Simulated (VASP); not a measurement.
# MnO (P6_3mc) in VASP: a series of runs

One crystal, MnO, is run at these levels: PBEsol; tasks: single point.

All numbers are computed with VASP 6.6.1; they aren't measurements. Logs are shortened: lines on timing, memory, paths and dates and some standing lists are left out, and cuts for length are marked.

### Step 1. The crystal as given

It takes space group P6_3mc (No. 186, hexagonal). The conventional cell has a = 3.372 Å, b = 3.372 Å, c = 5.386 Å, α = 90.00°, β = 90.00°, γ = 120.00°. Mn (site symmetry 3m) has 4 O at 1.96 to 2.08 Å as nearest neighbours. Around O (site symmetry 3m) lie 4 Mn at 1.96 to 2.08 Å.

Measurements of this composition are mostly on another form, of space group No. 225.

### Step 2. Single point, PBEsol, collinear spin, ferromagnetic start

File INCAR:

```
SYSTEM = MnO
PREC = Normal ; ENCUT = 550
EDIFF = 1E-6 ; ISMEAR = 0
SIGMA = 0.05 ; LREAL = .FALSE.
LASPH = .TRUE. ; NELM = 100
ALGO = Normal ; ISIF = 2
LWAVE = .FALSE. ; LCHARG = .FALSE.
ISPIN = 2 ; MAGMOM = 4 4 0 0
LORBIT = 11 ; LMAXMIX = 4
GGA = PS ; NBANDS = 31
ADDGRID = .FALSE.
```

File KPOINTS:

```
Automatic mesh
0
G
  7 7 4
  0 0 0
```

File POSCAR:

```
MnO
1.0
    3.3717000000      0.0000000000      0.0000000000
   -1.6858500000      2.9199778539      0.0000000000
    0.0000000000      0.0000000000      5.3855000000
Mn O
2 2
Direct
    0.6666666667      0.3333333333      0.5109600000
    0.3333333333      0.6666666667      0.0109600000
    0.6666666667      0.3333333333      0.8754700000
    0.3333333333      0.6666666667      0.3754700000
```

Potentials or basis: VASP PAW PBE potentials, release 64 (Mn_pv, O).

Run with:

```console
$ cat potpaw_PBE.64/Mn_pv/POTCAR potpaw_PBE.64/O/POTCAR > POTCAR
$ mpirun -np 1 vasp_std > vasp.out
```

OUTCAR:

```text
SYSTEM = MnO
   PREC = Normal
   ENCUT = 550
   EDIFF = 1E-6
   ISMEAR = 0
   LREAL = .FALSE.
   LASPH = .TRUE.
   NELM = 100
   ISIF = 2
   ISPIN = 2
   LORBIT = 11
   GGA = PS

 Found     24 irreducible k-points:

 Following reciprocal coordinates:
            Coordinates               Weight
  0.000000  0.000000  0.000000      1.000000
  0.142857 -0.000000  0.000000      6.000000
  0.285714 -0.000000  0.000000      6.000000
  0.428571  0.000000  0.000000      6.000000
  0.142857  0.142857  0.000000      6.000000
  0.285714  0.142857  0.000000     12.000000
   k-points           NKPTS =     24   k-points in BZ     NKDIM =     24   number of bands    NBANDS=     31
   number of dos      NEDOS =    301   number of ions     NIONS =      4
   total plane-waves  NPLWV =  12800
   dimension x,y,z NGX =    20 NGY =   20 NGZ =   32
   dimension x,y,z NGXF=    40 NGYF=   40 NGZF=   64
   ions per type =               2   2
   NGX,Y,Z   is equivalent  to a cutoff of   9.86,  9.86,  9.88 a.u.
   NGXF,Y,Z  is equivalent  to a cutoff of  19.72, 19.72, 19.76 a.u.
 SYSTEM =  MnO
   PREC   = normal    normal or accurate (medium, high low for compatibility)
   ISTART =      0    job   : 0-new  1-cont  2-samecut
   ICHARG =      2    charge: 1-file 2-atom 10-const
   ISPIN  =      2    spin polarized calculation?
   LNONCOLLINEAR =      F non collinear calculations
   LSORBIT =      F    spin-orbit coupling
   LASPH  =      T    aspherical Exc in radial PAW
   ENCUT  =  550.0 eV  40.42 Ry    6.36 a.u.   6.45  6.45 10.30*2*pi/ulx,y,z
   NELM   =    100;   NELMIN=  2; NELMDL= -5     # of ELM steps
   EDIFF  = 0.1E-05   stopping-criterion for ELM
   LREAL  =      F    real-space projection
   EDIFFG = 0.1E-04   stopping-criterion for IOM
   NSW    =      0    number of steps for IOM
   IBRION =     -1    ionic relax: 0-MD 1-quasi-New 2-CG
   NFREE  =      0    steps in history (QN), initial steepest desc. (CG)
   ISIF   =      2    stress and relaxation
   ISYM   =      2    0-nonsym 1-usesym 2-fastsym
   POTIM  = 0.5000    time-step for ionic-motion
   TEBEG  =    0.0;   TEEND  =   0.0 temperature during run
   PSTRESS=    0.0 pullay stress
   NELECT =      38.0000    total number of electrons
   NUPDOWN=      -1.0000    fix difference up-down
   EMIN   =  10.00;   EMAX   =-10.00  energy-range for DOS
   EFERMI =   0.00;   METHOD = LEGACY
   ISMEAR =     0;   SIGMA  =   0.05  broadening in eV -4-tet -1-fermi 0-gaus
   EFERMI_NEDOS =   21; number of points for ismear=-14 and -15
   IALGO  =     38    algorithm
   IMIX   =      4    mixing-type and parameters
     AMIX     =   0.40;   BMIX     =  1.00
     AMIX_MAG =   1.60;   BMIX_MAG =  1.00
  volume/ion in A,a.u.               =      13.26        89.45
  Fermi-wavevector in a.u.,A,eV,Ry     =   1.465046  2.768535 29.202988  2.146359
  Thomas-Fermi vector in A             =   2.580949
   LORBIT       =     11    0 simple, 1 ext, 2 COOP (PROOUT), +10 PAW based schemes
   GGA     = PS    functional components
   LHFCALC =     F    Hartree Fock is set to
   AEXX    =    0.0000 exact exchange contribution
   IVDW    =     0    specifies the selected vdW correction
   LEPSILON=     F    determine dielectric tensor
   LRPA    =     F    only Hartree local field effects (RPA)
 spin polarized calculation
 Gauss-broadening in eV      SIGMA  =   0.05
  energy-cutoff  :      550.00
  volume of cell :       53.02
 maximum number of plane-waves:      1575
   NGX = 13   NGY = 13   NGZ = 21

 number of electron      37.9999960 magnetization      10.0439384

 number of electron      37.9999960 magnetization       9.9879372

 Free energy of the ion-electron system (eV)
  ---------------------------------------------------
  ext. energy  EPLUGINS =         0.00000000
  ---------------------------------------------------
  free energy    TOTEN  =       -34.26399126 eV

  energy without entropy =      -34.26365549  energy(sigma->0) =      -34.26382337

 E-fermi :   5.7374     XC(G=0): -10.8247

 val. band max:        5.6585489989   @ k =   0.1429  -0.0000   0.0000
 cond. band min:       5.7521630233   @ k =   0.0000   0.0000   0.0000
 fundamental gap:      0.0936140244
 Fermi energy:         5.7374388172

 spin component 1

 k-point     1 :       0.0000    0.0000    0.0000
  band No.  band energies     occupation
      1     -44.7142      1.00000
      2     -44.7141      1.00000
      3     -44.7141      1.00000
      4     -44.7081      1.00000
      5     -44.7081      1.00000
      6     -44.6762      1.00000
[... 23 lines left out ...]
     30      17.7977      0.00000
     31      18.1904      0.00000

 k-point     2 :       0.1429   -0.0000    0.0000
  band No.  band energies     occupation
      1     -44.7188      1.00000
      2     -44.7154      1.00000
      3     -44.7126      1.00000
      4     -44.7115      1.00000
      5     -44.7089      1.00000
      6     -44.6774      1.00000
[... 23 lines left out ...]
     30      17.0241      0.00000
     31      18.5335      0.00000

 k-point     3 :       0.2857   -0.0000    0.0000
  band No.  band energies     occupation
      1     -44.7282      1.00000
      2     -44.7227      1.00000
      3     -44.7184      1.00000
      4     -44.7107      1.00000
      5     -44.7060      1.00000
      6     -44.6807      1.00000
[... 23 lines left out ...]
     30      16.2010      0.00000
     31      16.9626      0.00000

 k-point     4 :       0.4286    0.0000    0.0000
  band No.  band energies     occupation
      1     -44.7358      1.00000
      2     -44.7308      1.00000
      3     -44.7207      1.00000
      4     -44.7122      1.00000
      5     -44.6998      1.00000
      6     -44.6851      1.00000
[... 23 lines left out ...]
     30      15.1995      0.00000
     31      17.0288      0.00000

 k-point     5 :       0.1429    0.1429    0.0000
  band No.  band energies     occupation
      1     -44.7245      1.00000
      2     -44.7212      1.00000
      3     -44.7165      1.00000
      4     -44.7110      1.00000
      5     -44.7077      1.00000
      6     -44.6796      1.00000
[... 23 lines left out ...]
     30      17.0262      0.00000
     31      17.2984      0.00000

 k-point     6 :       0.2857    0.1429    0.0000
  band No.  band energies     occupation
      1     -44.7318      1.00000
      2     -44.7283      1.00000
      3     -44.7211      1.00000
      4     -44.7139      1.00000
      5     -44.7014      1.00000
      6     -44.6838      1.00000
[... 23 lines left out ...]
     30      15.4571      0.00000
     31      16.4355      0.00000

 [... further k-points ...]

 spin component 2

 k-point     1 :       0.0000    0.0000    0.0000
  band No.  band energies     occupation
      1     -40.0727      1.00000
      2     -40.0430      1.00000
      3     -40.0430      1.00000
      4     -40.0352      1.00000
      5     -40.0352      1.00000
      6     -40.0217      1.00000
[... 23 lines left out ...]
     30      18.9033      0.00000
     31      19.7401      0.00000

 k-point     2 :       0.1429   -0.0000    0.0000
  band No.  band energies     occupation
      1     -40.0702      1.00000
      2     -40.0482      1.00000
      3     -40.0447      1.00000
      4     -40.0412      1.00000
      5     -40.0362      1.00000
      6     -40.0232      1.00000
[... 23 lines left out ...]
     30      18.5436      0.00000
     31      20.3087      0.00000

 k-point     3 :       0.2857   -0.0000    0.0000
  band No.  band energies     occupation
      1     -40.0664      1.00000
      2     -40.0573      1.00000
      3     -40.0545      1.00000
      4     -40.0486      1.00000
      5     -40.0385      1.00000
      6     -40.0275      1.00000
[... 23 lines left out ...]
     30      18.0744      0.00000
     31      18.4807      0.00000

 k-point     4 :       0.4286    0.0000    0.0000
  band No.  band energies     occupation
      1     -40.0728      1.00000
      2     -40.0657      1.00000
      3     -40.0523      1.00000
      4     -40.0515      1.00000
      5     -40.0405      1.00000
      6     -40.0332      1.00000
[... 23 lines left out ...]
     30      16.9479      0.00000
     31      18.6654      0.00000

 k-point     5 :       0.1429    0.1429    0.0000
  band No.  band energies     occupation
      1     -40.0664      1.00000
      2     -40.0544      1.00000
      3     -40.0525      1.00000
      4     -40.0464      1.00000
      5     -40.0390      1.00000
      6     -40.0261      1.00000
[... 23 lines left out ...]
     30      18.9641      0.00000
     31      19.1965      0.00000

 k-point     6 :       0.2857    0.1429    0.0000
  band No.  band energies     occupation
      1     -40.0682      1.00000
      2     -40.0625      1.00000
      3     -40.0540      1.00000
      4     -40.0520      1.00000
      5     -40.0427      1.00000
      6     -40.0316      1.00000
[... 23 lines left out ...]
     30      17.3523      0.00000
     31      18.3093      0.00000

 [... further k-points ...]

------------------------ aborting loop because EDIFF is reached ----------------------------------------

  FORCE on cell =-STRESS in cart. coord.  units (eV):
  Direction    XX          YY          ZZ          XY          YZ          ZX
  --------------------------------------------------------------------------------------
  -------------------------------------------------------------------------------------
  Total       -0.4292547     -0.4292547      2.0470915      0.0000000      0.0000000      0.0000000
  in kB      -12.9709293    -12.9709293     61.8576380      0.0000000      0.0000000      0.0000000
  external PRESSURE =      11.9719265 kB  Pullay stress =       0.0000000 kB

 VOLUME and BASIS-vectors are now :
 -----------------------------------------------------------------------------
  energy-cutoff  :      550.00
  volume of cell :       53.02
      direct lattice vectors                 reciprocal lattice vectors
     3.371700000  0.000000000  0.000000000     0.296586292  0.171234175  0.000000000
    -1.685850000  2.919977854  0.000000000     0.000000000  0.342468351  0.000000000
     0.000000000  0.000000000  5.385500000     0.000000000  0.000000000  0.185683781

 POSITION                                       TOTAL-FORCE (eV/Angst)
 -----------------------------------------------------------------------------------
      1.68585      0.97333      2.75178         0.000000      0.000000     -0.595464
     -0.00000      1.94665      0.05903        -0.000000     -0.000000     -0.595464
      1.68585      0.97333      4.71484        -0.000000      0.000000      0.595464
     -0.00000      1.94665      2.02209         0.000000     -0.000000      0.595464
 -----------------------------------------------------------------------------------
    total drift:                                0.000004      0.000007      0.004045

  FREE ENERGIE OF THE ION-ELECTRON SYSTEM (eV)
  ---------------------------------------------------
  free  energy   TOTEN  =       -34.2639912597 eV

  energy  without entropy=      -34.2636554880  energy(sigma->0) =      -34.26382337

 total charge

# of ion       s       p       d       tot
------------------------------------------
    1        0.245   6.235   4.952  11.431
    2        0.245   6.235   4.952  11.431
    3        1.549   3.442   0.000   4.991
    4        1.549   3.442   0.000   4.991
--------------------------------------------------
tot          3.588  19.354   9.903  32.845

 magnetization (x)

# of ion       s       p       d       tot
------------------------------------------
    1        0.037   0.063   4.300   4.401
    2        0.037   0.063   4.300   4.401
    3        0.019   0.181   0.000   0.200
    4        0.019   0.181   0.000   0.200
--------------------------------------------------
tot          0.113   0.488   8.600   9.202
```

It took 25 s on 1 thread of AMD EPYC 9R45 (Zen 5), shared host; peak memory 0.15 GiB.

These settings aren't checked as converged: the numbers below hold their error.

What came out:

| Property | Result |
| --- | --- |
| Free energy | -34.2640 eV |
| Pressure | 1.2 GPa |
| Largest force | 0.595 eV/Å |
| Band gap on the k mesh | none (metal or under the smearing width) |
| Net moment | 9.99 μB per cell |
| Site moments | Mn +4.40; O +0.20 μB |
| Valence electrons inside the program's atomic spheres | Mn 11.43; O 4.99 |

Caveat: the PAW data sets were made with another functional, which shifts forces and pressure a little; semilocal functionals often make such compounds metallic where correlation or magnetic order opens a gap, which also shifts bond lengths; only a ferromagnetic start was run, and an antiferromagnetic order may lie lower in energy.

[end of part 1 of 2]
